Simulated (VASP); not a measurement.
# FeSi (P2_13) in VASP: further runs

One crystal, FeSi, is run at these levels: r2SCAN, TB-mBJ; tasks: band structure.

Program: VASP 6.6.1. These are calculated values, not measurements. Logs are shortened: lines on timing, memory, paths and dates and some standing lists are left out, and cuts for length are marked.

## Step 1: The structure

It takes space group P2_13 (No. 198, cubic). Conventional cell: a = 4.551 Å, b = 4.551 Å, c = 4.551 Å, α = 90.00°, β = 90.00°, γ = 90.00°. Fe (site symmetry 3) is surrounded by 7 Si at 2.32 to 2.55 Å. Around Si (site symmetry 3) lie 7 Fe at 2.32 to 2.55 Å.

## Step 2: Band structure, r2SCAN

INCAR

```
SYSTEM = FeSi
PREC     = Accurate       ! precision mode
ENCUT    = 520            ! plane-wave cutoff, eV
EDIFF    = 1E-7           ! SCF threshold, eV
ISMEAR   = -1             ! smearing method
SIGMA    = 0.01           ! smearing width, eV
LREAL    = .FALSE.        ! projectors in reciprocal space
LASPH    = .TRUE.         ! aspherical terms in the spheres
NELM     = 150            ! most SCF steps
ALGO     = Normal         ! electronic algorithm
ISIF     = 2              ! what is computed and relaxed
LWAVE    = .FALSE.        ! write WAVECAR
LCHARG   = .FALSE.        ! write CHGCAR
LMAXMIX  = 4              ! l up to which the mixer works
METAGGA  = R2SCAN         ! meta-GGA
LMIXTAU  = .TRUE.
```

KPOINTS

```
regular mesh
0
G
  6 6 6
  0 0 0
```

POSCAR

```
FeSi
1.0
    4.5507000000      0.0000000000      0.0000000000
    0.0000000000      4.5507000000      0.0000000000
    0.0000000000      0.0000000000      4.5507000000
Fe Si
4 4
Direct
    0.1365200000      0.1365200000      0.1365200000
    0.3634800000      0.8634800000      0.6365200000
    0.6365200000      0.3634800000      0.8634800000
    0.8634800000      0.6365200000      0.3634800000
    0.8424000000      0.8424000000      0.8424000000
    0.6576000000      0.1576000000      0.3424000000
    0.3424000000      0.6576000000      0.1576000000
    0.1576000000      0.3424000000      0.6576000000
```

KPOINTS_OPT

```
path GXMGRX,MR
10
line-mode
reciprocal
 0.0000000000  0.0000000000  0.0000000000  G
 0.0000000000  0.5000000000  0.0000000000  X

 0.0000000000  0.5000000000  0.0000000000  X
 0.5000000000  0.5000000000  0.0000000000  M

 0.5000000000  0.5000000000  0.0000000000  M
 0.0000000000  0.0000000000  0.0000000000  G

 0.0000000000  0.0000000000  0.0000000000  G
 0.5000000000  0.5000000000  0.5000000000  R

 0.5000000000  0.5000000000  0.5000000000  R
 0.0000000000  0.5000000000  0.0000000000  X

 0.5000000000  0.5000000000  0.0000000000  M
 0.5000000000  0.5000000000  0.5000000000  R
```

Potentials or basis: VASP PAW PBE potentials, release 64 (Fe, Si).

The run is started by

```bash
> cat potpaw_PBE.64/Fe/POTCAR potpaw_PBE.64/Si/POTCAR > POTCAR
> mpirun -np 1 vasp_std > vasp.out
```

OUTCAR:

```text
SYSTEM = FeSi
   PREC = Accurate
   ENCUT = 520
   EDIFF = 1E-7
   ISMEAR = -1
   LREAL = .FALSE.
   LASPH = .TRUE.
   NELM = 150
   ISIF = 2
   METAGGA = R2SCAN

 ion  position               nearest neighbor table
   1  0.137  0.137  0.137-   5 2.32   6 2.37   7 2.37   8 2.37   7 2.55   8 2.55   6 2.55   3 2.79
                             4 2.79   2 2.79   2 2.79   4 2.79   3 2.79
   2  0.363  0.863  0.637-   6 2.32   5 2.37   7 2.37   8 2.37   7 2.55   8 2.55   5 2.55   1 2.79
                             1 2.79   3 2.79   3 2.79   4 2.79   4 2.79
   3  0.637  0.363  0.863-   7 2.32   6 2.37   5 2.37   8 2.37   8 2.55   6 2.55   5 2.55   1 2.79
                             4 2.79   2 2.79   2 2.79   4 2.79   1 2.79
   4  0.863  0.637  0.363-   8 2.32   6 2.37   7 2.37   5 2.37   6 2.55   5 2.55   7 2.55   1 2.79
                             3 2.79   2 2.79   1 2.79   2 2.79   3 2.79
   5  0.842  0.842  0.842-   1 2.32   2 2.37   3 2.37   4 2.37   3 2.55   4 2.55   2 2.55   6 2.82
                             7 2.82   8 2.82   6 2.82   8 2.82   7 2.82
   6  0.658  0.158  0.342-   2 2.32   1 2.37   3 2.37   4 2.37   3 2.55   4 2.55   1 2.55   8 2.82
                             5 2.82   5 2.82   7 2.82   7 2.82   8 2.82
   7  0.342  0.658  0.158-   3 2.32   2 2.37   1 2.37   4 2.37   4 2.55   2 2.55   1 2.55   8 2.82
                             5 2.82   8 2.82   6 2.82   6 2.82   5 2.82
   8  0.158  0.342  0.658-   4 2.32   2 2.37   3 2.37   1 2.37   2 2.55   1 2.55   3 2.55   7 2.82
                             5 2.82   7 2.82   5 2.82   6 2.82   6 2.82

  LATTYP: Found a simple cubic cell.
 ALAT       =     4.5507000000

  Lattice vectors:

 A1 = (   4.5507000000,   0.0000000000,   0.0000000000)
 A2 = (   0.0000000000,   4.5507000000,   0.0000000000)
 A3 = (   0.0000000000,   0.0000000000,   4.5507000000)

Analysis of symmetry for initial positions (statically):
=====================================================================
 Subroutine PRICEL returns:
 Original cell was already a primitive cell.

 Routine SETGRP: Setting up the symmetry group for a
 simple cubic supercell.

 Subroutine GETGRP returns: Found 12 space group operations
 (whereof  3 operations were pure point group operations)
 out of a pool of 48 trial point group operations.

The static configuration has the point symmetry C_3 .
 The point group associated with its full space group is T   .

Analysis of symmetry for dynamics (positions and initial velocities):
=====================================================================
 Subroutine PRICEL returns:
[... 128 lines left out ...]
   ISYM   =      2    0-nonsym 1-usesym 2-fastsym
   POTIM  = 0.5000    time-step for ionic-motion
   TEBEG  =    0.0;   TEEND  =   0.0 temperature during run
   PSTRESS=    0.0 pullay stress
   NELECT =      48.0000    total number of electrons
   NUPDOWN=      -1.0000    fix difference up-down
   EMIN   =  10.00;   EMAX   =-10.00  energy-range for DOS
   EFERMI =   0.00;   METHOD = LEGACY
   ISMEAR =    -1;   SIGMA  =   0.01  broadening in eV -4-tet -1-fermi 0-gaus
   EFERMI_NEDOS =   21; number of points for ismear=-14 and -15
   IALGO  =     38    algorithm
   IMIX   =      4    mixing-type and parameters
     AMIX     =   0.40;   BMIX     =  1.00
     AMIX_MAG =   1.60;   BMIX_MAG =  1.00
  volume/ion in A,a.u.               =      11.78        79.50
  Fermi-wavevector in a.u.,A,eV,Ry     =   1.307406  2.470639 23.256570  1.709310
  Thomas-Fermi vector in A             =   2.438142
   LORBIT       =      0    0 simple, 1 ext, 2 COOP (PROOUT), +10 PAW based schemes
   METAGGA = R2SCAN    functional components
   LHFCALC =     F    Hartree Fock is set to
   AEXX    =    0.0000 exact exchange contribution
   IVDW    =     0    specifies the selected vdW correction
   LEPSILON=     F    determine dielectric tensor
   LRPA    =     F    only Hartree local field effects (RPA)
 non-spin polarized calculation
  energy-cutoff  :      520.00
  volume of cell :       94.24
 maximum number of plane-waves:      2562
 NGX is ok and might be reduce to    36
   NGX = 17   NGY = 17   NGZ = 17

 number of electron      47.9999995 magnetization

 Free energy of the ion-electron system (eV)
  ---------------------------------------------------
  ext. energy  EPLUGINS =         0.00000000
  ---------------------------------------------------
  free energy    TOTEN  =       -94.16028946 eV

  energy without entropy =      -94.16028944  energy(sigma->0) =      -94.16028945

 E-fermi :   8.9081     XC(G=0): -13.4312

 val. band max:        8.7670664114   @ k =   0.3333   0.0000   0.0000
 cond. band min:       9.0631684409   @ k =   0.3333   0.1667   0.0000
 fundamental gap:      0.2961020294
 Fermi energy:         8.9081117355

 k-point     1 :       0.0000    0.0000    0.0000
  band No.  band energies     occupation
      1      -4.6538      2.00000
      2       0.7853      2.00000
      3       0.7853      2.00000
      4       0.7853      2.00000
      5       3.6981      2.00000
      6       3.6981      2.00000
[... 757 lines left out ...]
     28       9.4104      0.00000
     29      14.3868      0.00000

------------------------ aborting loop because EDIFF is reached ----------------------------------------

  FORCE on cell =-STRESS in cart. coord.  units (eV):
  Direction    XX          YY          ZZ          XY          YZ          ZX
  --------------------------------------------------------------------------------------
  -------------------------------------------------------------------------------------
  Total      -11.7941660    -11.7941660    -11.7941660     -0.0000000      0.0000000      0.0000000
  in kB     -200.5133072   -200.5133072   -200.5133072     -0.0000000      0.0000000      0.0000000
  external PRESSURE =    -200.5133072 kB  Pullay stress =       0.0000000 kB

 VOLUME and BASIS-vectors are now :
 -----------------------------------------------------------------------------
  energy-cutoff  :      520.00
  volume of cell :       94.24
      direct lattice vectors                 reciprocal lattice vectors
     4.550700000  0.000000000  0.000000000     0.219746413  0.000000000  0.000000000
     0.000000000  4.550700000  0.000000000     0.000000000  0.219746413  0.000000000
     0.000000000  0.000000000  4.550700000     0.000000000  0.000000000  0.219746413

 POSITION                                       TOTAL-FORCE (eV/Angst)
 -----------------------------------------------------------------------------------
      0.62126      0.62126      0.62126        -0.176581     -0.176581     -0.176581
      1.65409      3.92944      2.89661         0.176581      0.176581     -0.176581
      2.89661      1.65409      3.92944        -0.176581      0.176581      0.176581
      3.92944      2.89661      1.65409         0.176581     -0.176581      0.176581
      3.83351      3.83351      3.83351        -0.177222     -0.177222     -0.177222
      2.99254      0.71719      1.55816         0.177222      0.177222     -0.177222
      1.55816      2.99254      0.71719        -0.177222      0.177222      0.177222
      0.71719      1.55816      2.99254         0.177222     -0.177222      0.177222
 -----------------------------------------------------------------------------------
    total drift:                               -0.000001     -0.000001      0.000000

  FREE ENERGIE OF THE ION-ELECTRON SYSTEM (eV)
  ---------------------------------------------------
  free  energy   TOTEN  =       -94.1602894583 eV

  energy  without entropy=      -94.1602894431  energy(sigma->0) =      -94.16028945
```

It took 7.6 min on 1 thread of AMD EPYC 9R14 (Zen 4), shared host; peak memory 0.22 GiB.

What came out:

```
Free energy             : -94.1603 eV
Pressure                : -20.1 GPa
Largest force           : 0.307 eV/Å
Band gap on the k mesh  : 0.30 eV, indirect (least direct gap 0.31 eV)
Band gap along the path : 0.29 eV, indirect (least direct gap 0.30 eV)
```

Forces on the atoms (eV/Å):
```
Fe  -0.177 -0.177 -0.177
Fe   0.177  0.177 -0.177
Fe  -0.177  0.177  0.177
Fe   0.177 -0.177  0.177
Si  -0.177 -0.177 -0.177
Si   0.177  0.177 -0.177
Si  -0.177  0.177  0.177
Si   0.177 -0.177  0.177
```

Levels at the corners of the path, in eV from the valence-band top:
| point | band 22 | band 23 | band 24 | band 25 | band 26 | band 27 |
| --- | --- | --- | --- | --- | --- | --- |
| Γ | -0.34 | -0.10 | -0.10 | 0.72 | 0.72 | 0.72 |
| X | -0.42 | -0.05 | -0.05 | 0.33 | 0.33 | 1.74 |
| X | -0.42 | -0.05 | -0.05 | 0.33 | 0.33 | 1.74 |
| M | -0.96 | -0.38 | -0.38 | 0.71 | 0.71 | 1.36 |
| M | -0.96 | -0.38 | -0.38 | 0.71 | 0.71 | 1.36 |
| Γ | -0.34 | -0.10 | -0.10 | 0.72 | 0.72 | 0.72 |
| Γ | -0.34 | -0.10 | -0.10 | 0.72 | 0.72 | 0.72 |
| R | -0.66 | -0.66 | -0.66 | 0.64 | 0.64 | 0.64 |
| R | -0.66 | -0.66 | -0.66 | 0.64 | 0.64 | 0.64 |
| X | -0.42 | -0.05 | -0.05 | 0.33 | 0.33 | 1.74 |
| M | -0.96 | -0.38 | -0.38 | 0.71 | 0.71 | 1.36 |
| R | -0.66 | -0.66 | -0.66 | 0.64 | 0.64 | 0.64 |

Caveat: so large a pressure means that the cell lies far from this level's equilibrium, or that cutoff or potentials fall short; the potentials were made for another functional, which shifts forces and pressure. r2SCAN opens gaps a little over a GGA but as a rule still falls short of measured ones.

## Step 3: Band structure, TB-mBJ

POSCAR is that of step 2.

INCAR.step1

```
SYSTEM = FeSi
PREC     = Accurate       ! precision mode
ENCUT    = 520            ! plane-wave cutoff, eV
EDIFF    = 1E-5           ! SCF threshold, eV
ISMEAR   = -1             ! smearing method
SIGMA    = 0.01           ! smearing width, eV
LREAL    = .FALSE.        ! projectors in reciprocal space
LASPH    = .TRUE.         ! aspherical terms in the spheres
NELM     = 150            ! most SCF steps
ALGO     = Normal         ! electronic algorithm
ISIF     = 2              ! what is computed and relaxed
LWAVE    = .TRUE.         ! write WAVECAR
LCHARG   = .FALSE.        ! write CHGCAR
LMAXMIX  = 4              ! l up to which the mixer works
GGA      = PE             ! functional
```

INCAR.step2

```
SYSTEM = FeSi
PREC     = Accurate       ! precision mode
ENCUT    = 520            ! plane-wave cutoff, eV
EDIFF    = 1E-7           ! SCF threshold, eV
ISMEAR   = -1             ! smearing method
SIGMA    = 0.01           ! smearing width, eV
LREAL    = .FALSE.        ! projectors in reciprocal space
LASPH    = .TRUE.         ! aspherical terms in the spheres
NELM     = 150            ! most SCF steps
ALGO     = Normal         ! electronic algorithm
ISIF     = 2              ! what is computed and relaxed
LWAVE    = .FALSE.        ! write WAVECAR
LCHARG   = .FALSE.        ! write CHGCAR
LMAXMIX  = 4              ! l up to which the mixer works
METAGGA  = MBJ            ! meta-GGA
ISTART   = 1
```

KPOINTS is that of step 2.

KPOINTS_OPT is that of step 2.

Potentials or basis: VASP PAW PBE potentials, release 64 (Fe, Si).

The run is started by

```bash
> cat potpaw_PBE.64/Fe/POTCAR potpaw_PBE.64/Si/POTCAR > POTCAR
> cp INCAR.step1 INCAR
> mpirun -np 1 vasp_std > vasp.out
> cp INCAR.step2 INCAR
> mpirun -np 1 vasp_std > vasp.out
```

Run time: 4.8 min. Hardware: 1 thread of AMD EPYC 9R14 (Zen 4), shared host; peak memory 0.22 GiB.

Results (log left out):

```
Band gap on the k mesh  : 0.35 eV, indirect (least direct gap 0.36 eV)
Band gap along the path : 0.34 eV, indirect (least direct gap 0.36 eV)
```

Levels at the corners of the path, in eV from the valence-band top:
```csv
point,band 20,band 21,band 22,band 23,band 24,band 25,band 26,band 27,band 28,band 29
Γ,-0.37,-0.37,-0.37,-0.17,-0.17,0.73,0.73,0.73,2.66,2.66
X,-1.22,-0.48,-0.48,-0.10,-0.10,0.38,0.38,1.74,1.74,1.99
X,-1.22,-0.48,-0.48,-0.10,-0.10,0.38,0.38,1.74,1.74,1.99
M,-1.11,-0.92,-0.92,-0.43,-0.43,0.75,0.75,1.34,1.34,2.41
M,-1.11,-0.92,-0.92,-0.43,-0.43,0.75,0.75,1.34,1.34,2.41
Γ,-0.37,-0.37,-0.37,-0.17,-0.17,0.73,0.73,0.73,2.66,2.66
Γ,-0.37,-0.37,-0.37,-0.17,-0.17,0.73,0.73,0.73,2.66,2.66
R,-0.77,-0.63,-0.63,-0.63,-0.63,0.69,0.69,0.69,0.69,5.29
R,-0.77,-0.63,-0.63,-0.63,-0.63,0.69,0.69,0.69,0.69,5.29
X,-1.22,-0.48,-0.48,-0.10,-0.10,0.38,0.38,1.74,1.74,1.99
M,-1.11,-0.92,-0.92,-0.43,-0.43,0.75,0.75,1.34,1.34,2.41
R,-0.77,-0.63,-0.63,-0.63,-0.63,0.69,0.69,0.69,0.69,5.29
```

Caveat: the PAW data sets were made with another functional, which shifts forces and pressure a little.
